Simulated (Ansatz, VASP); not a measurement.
# Two plane-wave programs on SiC

INCAR

```
  ALGO = Normal
  EDIFF = 1E-7
  ENCUT = 520
  GGA = PE
  ISIF = 2
  ISMEAR = -1
  LASPH = True
  LCHARG = False
  LREAL = False
  LWAVE = False
  NBANDS = 11
  NELM = 100
  PREC = Accurate
  SIGMA = 0.02
```

KPOINTS

```
k-points
0
Gamma
  10 10 10
```

File POSCAR:

```
SiC
1.0
    0.0196330134      2.1730733695      2.1730733695
    2.1730733695      0.0196330134      2.1730733695
    2.1730733695      2.1730733695      0.0196330134
Si C
1 1
Direct
    0.0004287372      0.0004287372      0.0004287372
    0.2495712628      0.2495712628      0.2495712628
```

Input for Ansatz:

```yaml
crystal:
  lattice:
    - [0.0196330134, 2.1730733695, 2.1730733695]
    - [2.1730733695, 0.0196330134, 2.1730733695]
    - [2.1730733695, 2.1730733695, 0.0196330134]
  atoms:
    - { symbol: Si, position: [0.0004287372, 0.0004287372, 0.0004287372] }
    - { symbol: C, position: [0.2495712628, 0.2495712628, 0.2495712628] }
kpoints:
  mp_grid: { grid: [10, 10, 10] }
  band_path:
    path:
      - [0.0, 0.0, 0.0]
      - [-0.5, -0.5, 0.0]
      - [-0.375, -0.375, 0.25]
      - [-0.375, 0.0, 0.375]
      - [0.0, 0.0, 0.5]
      - [-0.5, -0.25, 0.25]
    npoints: 1
hamiltonian:
  xc: pbe
scf:
  occupations: { method: fermi_dirac, width: 0.02 }
  n_extra_bands: 4
output:
  forces: true
  stress: true
  eigenvalues: true
```

Change from the starting cell: epitaxial_111 strain -1.1%.

Alike in both runs: task single point; functional PBE; k mesh 10 × 10 × 10; occupations fermi-dirac, width 0.02 eV; no spin polarisation.

|  | VASP | Ansatz |
| --- | --- | --- |
| version | VASP 6.6.1 | Ansatz 0.2.0 |
| potentials or method | VASP PAW PBE potentials, release 64 (Si, C) | plane waves, PAW |
| plane-wave cutoff (eV) | 520 | 420 |
| valence electrons in the cell | 8 | 8 |

|  | VASP | Ansatz | Ansatz less VASP |
| --- | --- | --- | --- |
| gap on the k mesh at the Fermi level (eV) | 1.29 | 1.29 | +0.003 |
| pressure (GPa) | 8.3 | 8.4 | +0.07 |
| largest component of the traceless stress (GPa) | 2.36 | 2.35 | -0.011 |
| rms of the force components (eV/Å) | 0.008 | 0.009 | +0.0001 |

Atom by atom the forces differ by 0.000 eV/Å (rms over components).

A k mesh can miss the band edges.
